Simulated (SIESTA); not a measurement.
## SrO: equation of state with LDA

SrO:

```xyz
2
Lattice="0.0000 2.5663 2.5663 2.5663 0.0000 2.5663 2.5663 2.5663 0.0000" Properties=species:S:1:pos:R:3 pbc="T T T"
Sr    2.5663    2.5663    2.5663
O     0.0000    0.0000    0.0000
```

* Program: SIESTA 5.4.2
* Task: equation of state
* Functional: LDA
* Potentials or basis: PseudoDojo 0.4 standard (LDA files)
* Basis: DZP (energy shift 0.003 Ry; two zetas on semicore shells; d shell added on Sr)
* Grid cutoff: 800 Ry
* Energy shift: 0.003 Ry
* k mesh: 9 × 9 × 9
* Occupations: fermi-dirac, width 0.05 eV
* Spin: no spin polarisation

```json
{
 "Equilibrium volume": "16.36 Å³/atom",
 "Bulk modulus": "110 GPa",
 "Pressure derivative of the bulk modulus": "4.3"
}
```

Energy against volume, from the lowest point:
```tsv
volume (Å³/atom)	energy (meV/atom)
15.887	4.63
16.225	0.00
16.563	0.45
16.901	5.36
17.239	14.22
17.577	26.79
17.915	42.53
```

All runs of the series together: 4.3 min on 1 thread of Arm Neoverse V2, on a shared host.

Caveat: the basis of atomic orbitals isn't converged, which shifts pressures, moduli and gaps. Zero-point motion and thermal expansion aren't in these numbers.
